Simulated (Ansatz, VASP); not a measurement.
# One calculation of Hf, two programs

```
Hf
1.0
    -1.79075    1.79075    1.79075
     1.79075   -1.79075    1.79075
     1.79075    1.79075   -1.79075
Hf
1
Direct
  0.00000 0.00000 0.00000
```

Change from the starting cell: functional pbesol, volume scaled by 1.04, PAW files.

Alike in both runs: task electric field gradients; functional PBEsol; k mesh 14 × 14 × 14; occupations fermi-dirac, width 0.05 eV; no spin polarisation.

|  | VASP | Ansatz |
| --- | --- | --- |
| version | VASP 6.6.1 | Ansatz 0.2.0 |
| potentials or method | VASP PAW PBE potentials, release 64 (Hf_pv) | PAW with Ansatz's default frozen-core files, scalar-relativistic |
| plane-wave cutoff (eV) | 520 | 420 |
| valence electrons in the cell | 10 | 26 |

|  | VASP | Ansatz | Ansatz less VASP |
| --- | --- | --- | --- |
| pressure (GPa) | -7.5 | -7.2 | +0.31 |
| Vzz of the field gradient on the site that differs most (V/Å²) | 0.0 | 0.0 | 0.00 |

The two sets of potentials don't hold the same shells in valence. Ansatz warned: «gradients_without_spin_orbit».

Caveats: the PAW data sets were made with another functional, which shifts forces and pressure a little (VASP). Spin-orbit coupling is left out, which matters for the levels of Hf.
